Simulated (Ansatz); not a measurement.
# Pb₈Se₇: nudged elastic band, vacancy jump

Method: Ansatz, DFT PBE, scalar-relativistic, plane waves, PAW. Cutoff 420 eV, Γ-centred 4×4×2 k-points, Gaussian smearing of 0.05 eV. Spin–orbit coupling is left out, which matters for the heavy elements here. No spin polarisation.

1 inner image(s), climbing off, force tolerance 0.05 eV/Å, at most 60 iterations, fixed cell.

Time: 5 min on 4 threads of AMD EPYC 7R43 64-Core Processor (Zen 3) (shared host), peak memory 2.8 GiB.

Command:
```bash
ansatz run input.yaml --threads 4 --pin off --max-ram 9216MiB --backend cpu --events-out ev --progress --plain --runs-dir out
```

Input:
```yaml
crystal:
  lattice:
    - [0.0, -4.3973606159, -4.3972416102]
    - [0.0, 4.3973606159, -4.3972416102]
    - [12.4313334466, 0.0, 0.0]
  atoms:
    - { symbol: Pb, position: [0.7500806904, 0.5000806904, 0.8728233007] }
    - { symbol: Pb, position: [0.2500719702, 1.0000719702, 0.8751879402] }
    - { symbol: Pb, position: [0.7499675563, 0.4999675563, 0.3772101827] }
    - { symbol: Pb, position: [0.2499533448, -4.66552e-05, 0.3748352056] }
    - { symbol: Pb, position: [0.2499314929, 0.4999184349, 0.1249874657] }
    - { symbol: Pb, position: [0.7499184349, -6.85071e-05, 0.1249874657] }
    - { symbol: Pb, position: [0.2500617159, 0.5000738873, 0.6249845951] }
    - { symbol: Pb, position: [0.7500738873, 1.0000617159, 0.6249845951] }
    - { symbol: Se, position: [0.2499767657, 0.9999767657, 0.6249925263] }
    - { symbol: Se, position: [0.7500011935, 0.5000011935, 0.1249984473] }
    - { symbol: Se, position: [0.2500018795, 1.8795e-06, 0.1249981202] }
    - { symbol: Se, position: [0.2500805054, 0.5000320139, 0.3756627057] }
    - { symbol: Se, position: [0.7500320139, 8.05054e-05, 0.3756627057] }
    - { symbol: Se, position: [0.249985767, 0.4999950651, 0.874351032] }
    - { symbol: Se, position: [0.7499950651, 0.999985767, 0.874351032] }
basis:
  ecutwfc: 420
kpoints:
  mp_grid: { grid: [4, 4, 2] }
hamiltonian:
  xc: pbe
scf:
  occupations: { method: gaussian, width: 0.05 }
output:
  forces: true
neb:
  images: 1
  f_tol: 0.05
  max_iterations: 60
  order_check: false
  final_atoms:
    - { symbol: Pb, position: [0.7500685144, 0.5000815652, 0.8750124989] }
    - { symbol: Pb, position: [0.2500815652, 1.0000685144, 0.8750124989] }
    - { symbol: Pb, position: [0.7499382395, 0.499926129, 0.3750154265] }
    - { symbol: Pb, position: [0.249926129, -6.17605e-05, 0.3750154265] }
    - { symbol: Pb, position: [0.2499193258, 0.4999193258, 0.1271767641] }
    - { symbol: Pb, position: [0.7499280465, -7.19535e-05, 0.1248126231] }
    - { symbol: Pb, position: [0.2500324284, 0.5000324284, 0.6227897292] }
    - { symbol: Pb, position: [0.7500466422, 1.0000466422, 0.6251642561] }
    - { symbol: Se, position: [0.2499679717, 0.9999194725, 0.6243373747] }
    - { symbol: Se, position: [0.750014247, 0.5000049569, 0.1256488747] }
    - { symbol: Se, position: [0.2500049569, 1.4247e-05, 0.1256488747] }
    - { symbol: Se, position: [0.7499194725, 0.4999679717, 0.6243373747] }
    - { symbol: Se, position: [0.7500232416, 2.32416e-05, 0.375007449] }
    - { symbol: Se, position: [0.249998817, 0.499998817, 0.8750015656] }
    - { symbol: Se, position: [0.7499981194, 0.9999981194, 0.8750019434] }
  climbing: false
```

Output (its end):
```
...
    - [12.4313334466, 0.0, 0.0]
  atoms:
    - { symbol: Pb, position: [0.7390246440213419, 0.5000927687461743, 0.8781486953150817] }
    - { symbol: Pb, position: [0.23957045838224517, 0.9999583227496649, 0.8798577591821957] }
    - { symbol: Pb, position: [0.8980600874922786, 0.5001105105466757, 0.3762211558826006] }
    - { symbol: Pb, position: [0.30085734078172877, -0.0029072292060170757, 0.39424565476708373] }
    - { symbol: Pb, position: [0.2609753412436421, 0.49990720392942833, 0.12185130673033932] }
    - { symbol: Pb, position: [0.7604294869068965, 4.163976187299134e-5, 0.12014220971222035] }
    - { symbol: Pb, position: [0.10193987059307555, 0.4998879273374781, 0.6237788005982102] }
    - { symbol: Pb, position: [0.6991426968459895, 1.0029148752644792, 0.6057543327527072] }
    - { symbol: Se, position: [0.16858531431693352, 1.00018084185518, 0.6356257387408469] }
    - { symbol: Se, position: [0.7592187070663212, 0.5000655316515765, 0.11079288632744916] }
    - { symbol: Se, position: [0.28413004227524696, -0.00021222629900519152, 0.14057648611823764] }
    - { symbol: Se, position: [0.5000000061919057, 0.499995182384385, 0.4999999986407983] }
    - { symbol: Se, position: [0.8314147186316645, -0.0001823528504252825, 0.3643742991278528] }
    - { symbol: Se, position: [0.24078130309063703, 0.49993429716414717, 0.889207114524324] }
    - { symbol: Se, position: [0.7158699821100925, 1.0002127069143845, 0.8594235616300523] }
```

Self-consistency was reached.

Final band:

| image | s (Å) | ΔE (eV) |
| --- | --- | --- |
| 0 | 0.000 | 0.000 |
| 1 | 2.704 | 0.903 |
| 2 | 5.408 | 0.000 |

Highest image over the start 0.903 eV, over the end 0.903 eV. The order of the saddle wasn't checked, and a path that keeps a symmetry can read too high. Without a climbing image the barrier can read too low.

By iteration:

```csv
iteration,largest band force component (eV/Å),highest image (eV)
1,6.417,5.438
2,2.664,2.624
3,1.140,1.659
4,0.535,1.244
5,0.306,1.072
6,0.125,0.950
7,0.113,0.927
8,0.058,0.917
9,0.060,0.910
10,0.029,0.903
```

Images of the last band (Å, true forces in eV/Å):

```xyz
15
Lattice="0.000 -4.397 -4.397 0.000 4.397 -4.397 12.431 0.000 0.000" Properties=species:S:1:pos:R:3:forces:R:3 pbc="T T T" image=0 dE_eV=0.0000
Pb   10.850   -1.099   -5.497   -0.014    0.000    0.000
Pb   10.880    3.298   -5.497    0.003    0.000    0.001
Pb    4.689   -1.099   -5.496    0.014    0.000    0.000
Pb    4.660   -1.099   -1.099   -0.004    0.000   -0.001
Pb    1.554    1.099   -3.297    0.000    0.000   -0.001
Pb    1.554   -3.298   -3.297    0.000    0.000   -0.001
Pb    7.769    1.099   -3.299    0.000    0.000    0.000
Pb    7.769    1.099   -7.696    0.000    0.000    0.000
Se    7.769    3.298   -5.496    0.000    0.000    0.000
Se    1.554   -1.099   -5.497    0.000    0.000    0.000
Se    1.554   -1.099   -1.099    0.000    0.000    0.000
Se    4.670    1.099   -3.298   -0.002    0.000    0.000
Se    4.670   -3.298   -3.298   -0.002    0.000    0.000
Se   10.869    1.099   -3.298    0.002    0.000    0.000
Se   10.869    1.099   -7.695    0.002    0.000    0.000
15
Lattice="0.000 -4.397 -4.397 0.000 4.397 -4.397 12.431 0.000 0.000" Properties=species:S:1:pos:R:3:forces:R:3 pbc="T T T" image=1 dE_eV=0.9032
Pb   10.917   -1.051   -5.449   -0.022   -0.013   -0.012
Pb   10.938    3.344   -5.451    0.009   -0.029   -0.029
Pb    4.677   -1.750   -6.148    0.016    0.012    0.007
Pb    4.901   -1.336   -1.310    0.009   -0.019    0.006
Pb    1.515    1.051   -3.346    0.022    0.013    0.012
Pb    1.494   -3.344   -3.344   -0.009    0.029    0.029
Pb    7.754    1.750   -2.646   -0.016   -0.012   -0.007
Pb    7.530    1.336   -7.484   -0.009    0.019   -0.006
Se    7.902    3.657   -5.139    0.005    0.017    0.015
Se    1.377   -1.140   -5.537    0.003   -0.011   -0.012
Se    1.748   -1.250   -1.248   -0.009   -0.012   -0.012
Se    6.216    0.000   -4.397    0.000    0.000    0.000
Se    4.530   -3.657   -3.655   -0.005   -0.017   -0.015
Se   11.054    1.140   -3.257   -0.003    0.011    0.012
Se   10.684    1.250   -7.546    0.009    0.012    0.012
15
Lattice="0.000 -4.397 -4.397 0.000 4.397 -4.397 12.431 0.000 0.000" Properties=species:S:1:pos:R:3:forces:R:3 pbc="T T T" image=2 dE_eV=0.0000
Pb   10.878   -1.099   -5.497    0.000    0.000    0.001
Pb   10.878    3.298   -5.497    0.000    0.000    0.001
Pb    4.662   -1.099   -5.496    0.000    0.000    0.000
Pb    4.662   -1.099   -1.099    0.000    0.000    0.000
Pb    1.581    1.099   -3.297    0.014    0.000    0.000
Pb    1.552   -3.298   -3.297   -0.003    0.000   -0.001
Pb    7.742    1.099   -3.298   -0.014    0.000    0.000
Pb    7.772    1.099   -7.696    0.004    0.000    0.001
Se    7.761    3.298   -5.496    0.002    0.000    0.000
Se    1.562   -1.099   -5.497   -0.002    0.000    0.000
Se    1.562   -1.099   -1.099   -0.002    0.000    0.000
Se    7.761   -1.099   -5.496    0.002    0.000    0.000
Se    4.662   -3.298   -3.298    0.000    0.000    0.000
Se   10.877    1.099   -3.298    0.000    0.000    0.000
Se   10.877    1.099   -7.695    0.000    0.000    0.000
```